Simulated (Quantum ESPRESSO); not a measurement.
# AlN (P6_3mc) in Quantum ESPRESSO: notebook, part 2 of 4

Quantum ESPRESSO 7.5. The steps go on from the part before.

### Step 3. Wannier functions, LDA

The input, pw.in:

```
&CONTROL
  calculation = 'scf'
  prefix = 'pwscf'
  outdir = './tmp'
  pseudo_dir = './pseudo'
  tprnfor = .true.
  tstress = .true.
  disk_io = 'low'
/
&SYSTEM
  ibrav = 0
  nat = 4
  ntyp = 2
  ecutwfc = 84
  nbnd = 14
  occupations = 'smearing'
  smearing = 'fd'
  degauss = 0.00367493
/
&ELECTRONS
  conv_thr = 8d-10
  electron_maxstep = 120
  mixing_beta = 0.5
/
ATOMIC_SPECIES
Al    26.9815 Al.upf
N     14.0070 N.upf
CELL_PARAMETERS angstrom
   3.1130000000    0.0000000000    0.0000000000
  -1.5565000000    2.6959370820    0.0000000000
   0.0000000000    0.0000000000    4.9810000000
ATOMIC_POSITIONS crystal
Al     0.6666666667    0.3333333333    0.5000000000
Al     0.3333333333    0.6666666667    0.0000000000
N      0.6666666667    0.3333333333    0.8800000000
N      0.3333333333    0.6666666667    0.3800000000
K_POINTS automatic
6 6 4 0 0 0
```

The input, nscf.in:

```
&CONTROL
  calculation = 'nscf'
  prefix = 'pwscf'
  outdir = './tmp'
  pseudo_dir = './pseudo'
  disk_io = 'low'
/
&SYSTEM
  ibrav = 0
  nat = 4
  ntyp = 2
  ecutwfc = 84
  nbnd = 10
  occupations = 'smearing'
  smearing = 'fd'
  degauss = 0.00367493
  nosym = .true.
  noinv = .true.
/
&ELECTRONS
  conv_thr = 1d-09
  electron_maxstep = 120
  mixing_beta = 0.5
  diago_full_acc = .true.
/
ATOMIC_SPECIES
Al    26.9815 Al.upf
N     14.0070 N.upf
CELL_PARAMETERS angstrom
   3.1130000000    0.0000000000    0.0000000000
  -1.5565000000    2.6959370820    0.0000000000
   0.0000000000    0.0000000000    4.9810000000
ATOMIC_POSITIONS crystal
Al     0.6666666667    0.3333333333    0.5000000000
Al     0.3333333333    0.6666666667    0.0000000000
N      0.6666666667    0.3333333333    0.8800000000
N      0.3333333333    0.6666666667    0.3800000000
K_POINTS crystal
144
  0.00000000   0.00000000   0.00000000 6.94444444e-03
  0.00000000   0.00000000   0.25000000 6.94444444e-03
  0.00000000   0.00000000   0.50000000 6.94444444e-03
  0.00000000   0.00000000   0.75000000 6.94444444e-03
  0.00000000   0.16666667   0.00000000 6.94444444e-03
  0.00000000   0.16666667   0.25000000 6.94444444e-03
[... 136 lines left out ...]
  0.83333333   0.83333333   0.50000000 6.94444444e-03
  0.83333333   0.83333333   0.75000000 6.94444444e-03
```

The input, pw2wan.in:

```
&INPUTPP
  prefix = 'pwscf'
  outdir = './tmp'
  seedname = 'w'
  write_mmn = .true.
  write_amn = .true.
  scdm_proj = .true.
  scdm_entanglement = 'isolated'
/
```

The input, bands.in:

```
&CONTROL
  calculation = 'bands'
  prefix = 'pwscf'
  outdir = './tmp'
  pseudo_dir = './pseudo'
  disk_io = 'low'
/
&SYSTEM
  ibrav = 0
  nat = 4
  ntyp = 2
  ecutwfc = 84
  nbnd = 10
  occupations = 'smearing'
  smearing = 'fd'
  degauss = 0.00367493
/
&ELECTRONS
  conv_thr = 1d-08
  electron_maxstep = 120
  mixing_beta = 0.5
  diago_full_acc = .true.
/
ATOMIC_SPECIES
Al    26.9815 Al.upf
N     14.0070 N.upf
CELL_PARAMETERS angstrom
   3.1130000000    0.0000000000    0.0000000000
  -1.5565000000    2.6959370820    0.0000000000
   0.0000000000    0.0000000000    4.9810000000
ATOMIC_POSITIONS crystal
Al     0.6666666667    0.3333333333    0.5000000000
Al     0.3333333333    0.6666666667    0.0000000000
N      0.6666666667    0.3333333333    0.8800000000
N      0.3333333333    0.6666666667    0.3800000000
K_POINTS crystal
87
  0.00000000   0.00000000   0.00000000 1
  0.04166700   0.00000000   0.00000000 1
  0.08333300   0.00000000   0.00000000 1
  0.12500000   0.00000000   0.00000000 1
  0.16666700   0.00000000   0.00000000 1
  0.20833300   0.00000000   0.00000000 1
[... 79 lines left out ...]
  0.33333300   0.33333300   0.41666700 1
  0.33333300   0.33333300   0.50000000 1
```

The input, w.win:

```
num_wann = 8
num_bands = 8
auto_projections = true
num_iter = 0
conv_tol = 1.0d-9
conv_window = 4
num_print_cycles = 40
fermi_energy = 8.9213
bands_plot = true
write_hr = true
mp_grid = 6 6 4
exclude_bands = 9-10
begin unit_cell_cart
ang
  3.1130000000   0.0000000000   0.0000000000
 -1.5565000000   2.6959370820   0.0000000000
  0.0000000000   0.0000000000   4.9810000000
end unit_cell_cart
begin atoms_frac
Al   0.6666666667   0.3333333333   0.5000000000
Al   0.3333333333   0.6666666667   0.0000000000
N    0.6666666667   0.3333333333   0.8800000000
N    0.3333333333   0.6666666667   0.3800000000
end atoms_frac
begin kpoint_path
G   0.0000000000   0.0000000000   0.0000000000  M   0.5000000000   0.0000000000   0.0000000000
M   0.5000000000   0.0000000000   0.0000000000  K   0.3333333333   0.3333333333   0.0000000000
K   0.3333333333   0.3333333333   0.0000000000  G   0.0000000000   0.0000000000   0.0000000000
G   0.0000000000   0.0000000000   0.0000000000  A   0.0000000000   0.0000000000   0.5000000000
A   0.0000000000   0.0000000000   0.5000000000  L   0.5000000000   0.0000000000   0.5000000000
L   0.5000000000   0.0000000000   0.5000000000  H   0.3333333333   0.3333333333   0.5000000000
H   0.3333333333   0.3333333333   0.5000000000  A   0.0000000000   0.0000000000   0.5000000000
L   0.5000000000   0.0000000000   0.5000000000  M   0.5000000000   0.0000000000   0.0000000000
K   0.3333333333   0.3333333333   0.0000000000  H   0.3333333333   0.3333333333   0.5000000000
end kpoint_path
bands_num_points = 12
begin kpoints
  0.00000000   0.00000000   0.00000000
  0.00000000   0.00000000   0.25000000
  0.00000000   0.00000000   0.50000000
  0.00000000   0.00000000   0.75000000
  0.00000000   0.16666667   0.00000000
  0.00000000   0.16666667   0.25000000
[... 136 lines left out ...]
  0.83333333   0.83333333   0.50000000
  0.83333333   0.83333333   0.75000000
end kpoints
```

Potentials or basis: PseudoDojo 0.4.1 SR LDA standard.

Run with:

```bash
$ OMP_NUM_THREADS=1 pw.x -in pw.in > pw.out
$ OMP_NUM_THREADS=1 pw.x -in nscf.in > nscf.out
$ wannier90.x -pp w
$ OMP_NUM_THREADS=1 pw2wannier90.x -in pw2wan.in > pw2wan.out
$ wannier90.x w
$ OMP_NUM_THREADS=1 pw.x -in bands.in > bands.out
```

pw.out:

```text
This program is part of the open-source Quantum ESPRESSO suite
     for quantum simulation of materials; please cite
[... 9 lines left out ...]
     --------------------
     sticks:   dense  smooth     PW     G-vecs:    dense   smooth      PW
     Sum         805     805    241                29383    29383    4685

     Using Slab Decomposition

     bravais-lattice index     =            0
     lattice parameter (alat)  =       5.8827  a.u.
     unit-cell volume          =     282.0993 (a.u.)^3
     number of atoms/cell      =            4
     number of atomic types    =            2
     number of electrons       =        16.00
     number of Kohn-Sham states=           14
     kinetic-energy cutoff     =      84.0000  Ry
     charge density cutoff     =     336.0000  Ry
     scf convergence threshold =      8.0E-10
     mixing beta               =       0.5000
     number of iterations used =            8  plain     mixing
     Exchange-correlation= SLA  PW   NOGX NOGC
                           (   1   4   0   0   0   0   0)

     celldm(1)=   5.882717  celldm(2)=   0.000000  celldm(3)=   0.000000
     celldm(4)=   0.000000  celldm(5)=   0.000000  celldm(6)=   0.000000

     crystal axes: (cart. coord. in units of alat)
               a(1) = (   1.000000   0.000000   0.000000 )
               a(2) = (  -0.500000   0.866025   0.000000 )
               a(3) = (   0.000000   0.000000   1.600064 )

     reciprocal axes: (cart. coord. in units 2 pi/alat)
               b(1) = (  1.000000  0.577350 -0.000000 )
               b(2) = (  0.000000  1.154701  0.000000 )
               b(3) = (  0.000000 -0.000000  0.624975 )

     PseudoPot. # 1 for Al read from file:
     Al.upf
[... 126 lines left out ...]

     End of self-consistent calculation

          k = 0.0000 0.0000 0.0000 (  3693 PWs)   bands (ev):

    -8.1941  -5.9708   0.7698   5.9569   5.9569   6.6154   6.6154   6.7936
    11.0491  13.3564  17.2638  17.7900  17.7900  19.7383
[... 38 lines left out ...]
    -6.2432  -6.2432   2.0442   2.0442   5.2366   5.2366   5.5516   5.5516
    12.6351  12.6351  16.2483  16.2483  18.2791  18.2792

          k = 0.0000-0.5774 0.0000 (  3658 PWs)   bands (ev):

    -6.1654  -5.4448   1.3337   2.6317   3.4320   4.7140   5.0008   6.1296
    12.4932  12.5175  14.9072  16.9639  17.5739  18.7888

          k = 0.0000-0.5774 0.1562 (  3664 PWs)   bands (ev):

    -6.0486  -5.5323   1.0814   1.9335   4.2206   4.8867   5.5906   5.8779
    11.7901  12.5897  16.0243  16.1394  18.2590  18.2933

          k = 0.0000-0.5774-0.3125 (  3676 PWs)   bands (ev):

    -5.7764  -5.7764   1.1712   1.1712   5.3442   5.3442   5.4334   5.4334
    12.0284  12.0284  15.9354  15.9354  18.4521  18.4521

          k = 0.1667 0.2887 0.0000 (  3673 PWs)   bands (ev):
[... 41 lines left out ...]
    -5.5615  -5.5615   1.9348   1.9348   2.9253   2.9253   6.0022   6.0022
    14.1189  14.1189  14.5598  14.5598  18.5125  18.5125

     the Fermi energy is     9.3887 ev

!    total energy              =     -51.37324499 Ry
     estimated scf accuracy    <          3.6E-10 Ry
     smearing contrib. (-TS)   =      -0.00000000 Ry
     internal energy E=F+TS    =     -51.37324499 Ry

     The total energy is F=E-TS. E is the sum of the following terms:
     one-electron contribution =      -2.13655545 Ry
     hartree contribution      =      11.23490547 Ry
     xc contribution           =     -16.98514673 Ry
     ewald contribution        =     -43.48644828 Ry

     convergence has been achieved in   9 iterations

     Forces acting on atoms (cartesian axes, Ry/au):

     atom    1 type  1   force =     0.00000000    0.00000000   -0.00449198
     atom    2 type  1   force =     0.00000000   -0.00000000   -0.00449198
     atom    3 type  2   force =    -0.00000000   -0.00000000    0.00449198
     atom    4 type  2   force =     0.00000000    0.00000000    0.00449198

     Total force =     0.008984     Total SCF correction =     0.000000

     Computing stress (Cartesian axis) and pressure

          total   stress  (Ry/bohr**3)                   (kbar)     P=      -58.61
  -0.00043804  -0.00000000   0.00000000          -64.44       -0.00        0.00
   0.00000000  -0.00043804   0.00000000            0.00      -64.44        0.00
   0.00000000   0.00000000  -0.00031909            0.00        0.00      -46.94

=------------------------------------------------------------------------------=
   JOB DONE.
=------------------------------------------------------------------------------=
```

nscf.out:

```text
This program is part of the open-source Quantum ESPRESSO suite
     for quantum simulation of materials; please cite
         "P. Giannozzi et al., J. Phys.:Condens. Matter 21 395502 (2009);
         "P. Giannozzi et al., J. Phys.:Condens. Matter 29 465901 (2017);
         "P. Giannozzi et al., J. Chem. Phys. 152 154105 (2020);
     in publications or presentations arising from this work. More details at

[... 86 lines left out ...]

     Number of k-points >= 100: set verbosity='high' to print the bands.

     the Fermi energy is     9.4927 ev
     (compare with:     9.3887 eV, computed in scf)

=------------------------------------------------------------------------------=
   JOB DONE.
=------------------------------------------------------------------------------=
```

Wall time 2.5 min (1 thread of Arm Neoverse V1, shared host); peak memory 0.11 GiB.

What came out:

```yaml
Free_energy: -698.9686 eV
Pressure: -5.9 GPa
Largest_force: 0.115 eV/Å
Band_gap_on_the_k_mesh: 4.26 eV, direct
Band_gap_along_the_path: 4.26 eV, direct
Total_Wannier_spread: 7.64 Å² over 8 functions
RMS_miss_of_the_Wannier_bands: 0.006 eV
```

Forces on the atoms (eV/Å):
```
Al   0.000  0.000 -0.115
Al   0.000  0.000 -0.115
N    0.000  0.000  0.115
N    0.000  0.000  0.115
```

Levels at the corners of the path, in eV from the valence-band top:
```
point  band 6  band 7  band 8  band 9  band 10
    Γ   -0.18   -0.18    0.00    4.26     6.56
    M   -2.08   -1.79   -0.66    5.70     5.72
    K   -2.44   -2.40   -2.40    4.95     8.26
    Γ   -0.18   -0.18    0.00    4.26     6.56
    A   -0.52   -0.52   -0.52    6.43     6.43
    L   -1.45   -1.36   -1.36    5.23     5.23
    H   -3.87   -0.79   -0.79    7.33     7.33
    A   -0.52   -0.52   -0.52    6.43     6.43
    L   -1.45   -1.36   -1.36    5.23     5.23
    M   -2.08   -1.79   -0.66    5.70     5.72
    K   -2.44   -2.40   -2.40    4.95     8.26
    H   -3.87   -0.79   -0.79    7.33     7.33
```

Wannier functions:
```csv
function,nearest atom,distance (Å),spread (Å²),on-site energy from the reference level (eV)
1,3 N,0.45,0.94,-7.35
2,4 N,0.45,0.94,-7.35
3,4 N,0.43,0.97,-6.99
4,3 N,0.43,0.97,-6.99
5,4 N,0.47,0.92,-7.81
6,3 N,0.47,0.92,-7.81
7,4 N,0.43,0.99,-7.08
8,3 N,0.43,0.99,-7.08
```

Parts of the spread (Å²): invariant 6.14, diagonal 0.035, off-diagonal 1.46, total 7.64. Against the direct bands the interpolation misses by 6 meV (root mean square) and 32 meV at most, for states up to 1 eV over the reference level.

[end of part 2 of 4]
